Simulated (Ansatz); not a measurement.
Here is an Ansatz 0.2.0 calculation.

Contents of input.yaml:

```yaml
crystal:
  lattice:
    - [6.3464495577, 0.0, 0.0]
    - [0.0, 3.49421554, 0.0]
    - [-0.5490254083, 0.0, 14.8561586148]
  atoms:
    - { symbol: Te, position: [0.06308657, 0.5, 0.40139181] }
    - { symbol: Te, position: [0.93626097, 0.0, 0.59892358] }
    - { symbol: Te, position: [0.56720469, 0.0, 0.36206281] }
    - { symbol: Te, position: [0.43253951, 0.5, 0.63827401] }
    - { symbol: Te, position: [0.09104745, 0.0, 0.13792275] }
    - { symbol: Te, position: [0.90945389, 0.5, 0.86175202] }
    - { symbol: Te, position: [0.58109276, 0.5, 0.09854983] }
    - { symbol: Te, position: [0.41934698, 0.0, 0.90115399] }
    - { symbol: Mo, position: [0.31968622, 0.0, 0.50682682] }
    - { symbol: Mo, position: [0.6797845, 0.5, 0.49352002] }
    - { symbol: Mo, position: [0.1814915, 0.5, 0.00653163] }
    - { symbol: Mo, position: [0.81900395, 0.0, 0.99308972] }
hamiltonian:
  xc: blyp
  pseudopotentials: { kind: paw }
  dispersion: d3bj
kpoints:
  mp_grid: { grid: [4, 8, 2] }
scf:
  occupations: { method: fermi_dirac, width: 0.05 }
output:
  forces: true
  stress: true
  eigenvalues: true
relax:
  f_tol: 0.01
  max_steps: 40
  cell: { stress_tol: 0.05 }
```

Potentials or basis: Ansatz PAW.

The run is started by

```console
$ ansatz run input.yaml --threads 4 --pin off --max-ram 11264MiB --backend cpu --events-out ev --progress --plain --runs-dir out
```

Question: Predict the relaxed cell.

Answer: a = 6.342 Å, b = 3.525 Å, c = 13.161 Å, α = 90.00°, β = 94.14°, γ = 90.00°.

Question: What does it give for the relaxed volume?

Answer: 24.46 Å³/atom.

The path:
```tsv
step	energy change (eV)	largest force (eV/Å)	volume (Å³)
1	0.0000	0.6214	329.45
2	-0.3584	0.5537	303.19
3	-0.5766	0.3016	298.14
4	-0.6303	0.6014	293.98
5	-0.6867	0.0807	292.56
6	-0.6888	0.0244	294.62
7	-0.6901	0.0077	293.75
8	-0.6853	0.0078	293.75
9	-0.6855	0.0140	293.37
10	-0.6856	0.0012	293.50
11	-0.6855	0.0012	293.50
```

Caveat: the plane-wave basis is chosen anew once the cell has moved, so the energies of steps on either side of that aren't comparable; the PAW data sets come from PBE, with cores solved anew for the run's functional, which leaves a small shift of forces and pressure. Spin-orbit coupling is left out, which matters for the levels of Te.
